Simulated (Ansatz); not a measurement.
## Compressing TaSi$_{2}$

All numbers below come from Ansatz, DFT PBEsol, scalar-relativistic, plane waves, PAW. Run with 420 eV cutoff, 12×12×6 k-mesh, Gaussian smearing of 0.10 eV, no spin polarisation.

Reference structure (relaxed):

```
CELL_PARAMETERS angstrom
4.76099 0.00000 0.00000
-2.38050 4.12314 0.00000
0.00000 0.00000 6.55614
ATOMIC_POSITIONS crystal
Ta 0.50000 0.00000 0.00000
Ta 0.50000 0.50000 0.66667
Ta 0.00000 0.50000 0.33333
Si 0.15928 0.31857 0.00000
Si 0.84072 0.15928 0.66667
Si 0.68143 0.84072 0.33333
Si 0.84072 0.68143 0.00000
Si 0.15928 0.84072 0.66667
Si 0.31857 0.15928 0.33333
```

Cell and atoms are relaxed at each pressure within the symmetry of the start, at zero temperature, so transitions that lower the symmetry aren't seen. The k-mesh given is that at zero pressure and may differ at others. a, b and c are the lengths of the cell vectors above.

Spin–orbit coupling is left out, which can shift energies with elements as heavy as these.

```csv
P (GPa),V (Å³/atom),V/V0,a (Å),b (Å),c (Å)
-2,14.45,1.011,4.780,4.780,6.574
0,14.30,1.000,4.761,4.761,6.556
2,14.16,0.990,4.744,4.744,6.538
5,13.96,0.976,4.718,4.718,6.514
10,13.65,0.955,4.680,4.680,6.476
20,13.13,0.918,4.614,4.614,6.408
```

Question: What bulk modulus and pressure derivative fit these points?

Answer: A third-order Birch–Murnaghan fit gives B0 = 196 GPa and B0' = 4.2.

Question: Which cell vector or vectors give way most up to 20 GPa?

Answer: a and b: the changes are a -3.1 %, b -3.1 %, c -2.3 %.